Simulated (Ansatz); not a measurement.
An element in the fcc structure gives these cold pressures by all-electron LAPW under PBE (Ansatz 0.2.0, scalar-relativistic, no spin polarisation).

```tsv
V (Å³/atom)	P (GPa)
36.97	0.04
35.12	0.48
31.42	1.75
27.73	3.86
24.03	7.50
20.33	14.21
16.64	27.7
14.79	39.9
```

**Question.** Which element is it?

**Answer.** Na. Its zero-pressure volume in this structure is near 37.0 Å³/atom; the volume and the steepness of P(V) together point to it, though neighbours can come close. Neighbours weren't tried against these numbers.
